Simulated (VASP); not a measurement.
A run of VASP 6.6.1 is set up as follows.

File INCAR:

```
SYSTEM = Zn
PREC = Accurate
ENCUT = 520
EDIFF = 1E-7
ISMEAR = 1
SIGMA = 0.2
LREAL = .FALSE.
LASPH = .TRUE.
NELM = 60
ALGO = Normal
ISIF = 2
LWAVE = .FALSE.
LCHARG = .FALSE.
GGA = RP
LOPTICS = .TRUE.
NBANDS = 36
NEDOS = 2000
CSHIFT = 0.05
```

Zn.cif

```cif
data_Zn
_cell_length_a 3.09566240
_cell_length_b 3.09566240
_cell_length_c 3.09566240
_cell_angle_alpha 90.00000000
_cell_angle_beta 90.00000000
_cell_angle_gamma 90.00000000
_space_group_name_H-M_alt 'Im-3m'
_space_group_name_Hall '-I 4 2 3'
_space_group_IT_number 229
loop_
_space_group_symop_operation_xyz
'x,y,z'
'-x,-y,-z'
'-y,x,z'
'y,-x,-z'
'-x,-y,z'
'x,y,-z'
'y,-x,z'
'-y,x,-z'
'x,-y,-z'
'-x,y,z'
'-y,-x,-z'
'y,x,z'
'-x,y,-z'
'x,-y,z'
'y,x,-z'
'-y,-x,z'
'z,x,y'
'-z,-x,-y'
'z,-y,x'
'-z,y,-x'
'z,-x,-y'
'-z,x,y'
'z,y,-x'
'-z,-y,x'
'-z,x,-y'
'z,-x,y'
'-z,-y,-x'
'z,y,x'
'-z,-x,y'
'z,x,-y'
'-z,y,x'
'z,-y,-x'
'y,z,x'
'-y,-z,-x'
'x,z,-y'
'-x,-z,y'
'-y,z,-x'
'y,-z,x'
'-x,z,y'
'x,-z,-y'
'-y,-z,x'
'y,z,-x'
'-x,-z,-y'
'x,z,y'
'y,-z,-x'
'-y,z,x'
'x,-z,y'
'-x,z,-y'
'x+1/2,y+1/2,z+1/2'
'-x+1/2,-y+1/2,-z+1/2'
'-y+1/2,x+1/2,z+1/2'
'y+1/2,-x+1/2,-z+1/2'
'-x+1/2,-y+1/2,z+1/2'
'x+1/2,y+1/2,-z+1/2'
'y+1/2,-x+1/2,z+1/2'
'-y+1/2,x+1/2,-z+1/2'
'x+1/2,-y+1/2,-z+1/2'
'-x+1/2,y+1/2,z+1/2'
'-y+1/2,-x+1/2,-z+1/2'
'y+1/2,x+1/2,z+1/2'
'-x+1/2,y+1/2,-z+1/2'
'x+1/2,-y+1/2,z+1/2'
'y+1/2,x+1/2,-z+1/2'
'-y+1/2,-x+1/2,z+1/2'
'z+1/2,x+1/2,y+1/2'
'-z+1/2,-x+1/2,-y+1/2'
'z+1/2,-y+1/2,x+1/2'
'-z+1/2,y+1/2,-x+1/2'
'z+1/2,-x+1/2,-y+1/2'
'-z+1/2,x+1/2,y+1/2'
'z+1/2,y+1/2,-x+1/2'
'-z+1/2,-y+1/2,x+1/2'
'-z+1/2,x+1/2,-y+1/2'
'z+1/2,-x+1/2,y+1/2'
'-z+1/2,-y+1/2,-x+1/2'
'z+1/2,y+1/2,x+1/2'
'-z+1/2,-x+1/2,y+1/2'
'z+1/2,x+1/2,-y+1/2'
'-z+1/2,y+1/2,x+1/2'
'z+1/2,-y+1/2,-x+1/2'
'y+1/2,z+1/2,x+1/2'
'-y+1/2,-z+1/2,-x+1/2'
'x+1/2,z+1/2,-y+1/2'
'-x+1/2,-z+1/2,y+1/2'
'-y+1/2,z+1/2,-x+1/2'
'y+1/2,-z+1/2,x+1/2'
'-x+1/2,z+1/2,y+1/2'
'x+1/2,-z+1/2,-y+1/2'
'-y+1/2,-z+1/2,x+1/2'
'y+1/2,z+1/2,-x+1/2'
'-x+1/2,-z+1/2,-y+1/2'
'x+1/2,z+1/2,y+1/2'
'y+1/2,-z+1/2,-x+1/2'
'-y+1/2,z+1/2,x+1/2'
'x+1/2,-z+1/2,y+1/2'
'-x+1/2,z+1/2,-y+1/2'
loop_
_atom_site_label
_atom_site_type_symbol
_atom_site_symmetry_multiplicity
_atom_site_Wyckoff_symbol
_atom_site_fract_x
_atom_site_fract_y
_atom_site_fract_z
_atom_site_occupancy
Zn1 Zn 2 a 0.0000000000 0.0000000000 0.0000000000 1
```

KPOINTS

```
regular mesh
0
G
  9 9 9
  0 0 0
```

The input POSCAR:

```
Zn
 1.0000000000000000
     3.0956624000000001    0.0000000000000000    0.0000000000000000
     0.0000000000000000    3.0956624000000001    0.0000000000000000
     0.0000000000000000    0.0000000000000000    3.0956624000000001
 Zn 
   2
Cartesian
  0.0000000000000000  0.0000000000000000  0.0000000000000000
  1.5478312000000001  1.5478312000000001  1.5478312000000001
```

Potentials or basis: VASP PAW PBE potentials, release 64 (Zn).

Run with:

```sh
$ ase convert -i cif -o vasp Zn.cif POSCAR
$ cat potpaw_PBE.64/Zn/POTCAR > POTCAR
$ mpirun -np 1 vasp_std > vasp.out
```

(1) Predict the pressure.

(2) Estimate the band gap on the k mesh.

Results:

(1) 5.9 GPa.

(2) none (metal or under the smearing width).

Caveat: the PAW data sets were made with another functional, which shifts forces and pressure a little.
